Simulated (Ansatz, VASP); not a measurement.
**CoO in VASP and in Ansatz**

```xyz
4
Lattice="3.1976 0.0000 0.0000 -1.5988 2.7692 0.0000 0.0000 0.0000 5.2287" Properties=species:S:1:pos:R:3 pbc="T T T"
Co    0.0000    1.8462    2.6319
Co    0.0000    0.0000    0.0182
O     0.0000    1.8462    4.5571
O     0.0000    0.0000    1.9430
```

Alike in both runs: task single point; functional LDA; k mesh 10 × 10 × 5; occupations fermi-dirac, width 0.05 eV; collinear spin.

|  | VASP | Ansatz |
| --- | --- | --- |
| version | VASP 6.6.1 | Ansatz 0.2.0 |
| potentials or method | VASP PAW LDA potentials, release 64 (Co, O), cutoff 520 eV | all-electron LAPW, scalar-relativistic |

```tsv
	VASP	Ansatz	Ansatz less VASP
gap on the k mesh at the Fermi level (eV)	none	none	-
pressure (GPa)	-16.3	-18.0	-1.70
largest component of the traceless stress (GPa)	2.66	1.65	-1.007
rms of the force components (eV/Å)	0.139	0.031	-0.1075
net moment per atom (μB)	1.32	0.00	-1.323
size of the moment on the site where the two differ most (μB)	2.27	2.10	-0.172
```

The net moments differ so much that the two runs ended in different magnetic states, which moves the other rows too. Site moments also hang on the region over which each program counts them. Atom by atom the forces differ by 0.170 eV/Å (rms over components). A gap of «none» marks a metal or a gap that the smearing closes. Ansatz ran all-electron here, so the differences hold the error of VASP's frozen core and of both bases.

Caveats: semilocal functionals often make such compounds metallic where correlation or magnetic order opens a gap, which also shifts bond lengths; so large a pressure means that the cell lies far from this level's equilibrium, or that cutoff or potentials fall short (VASP); the starting moments weren't kept (Ansatz).
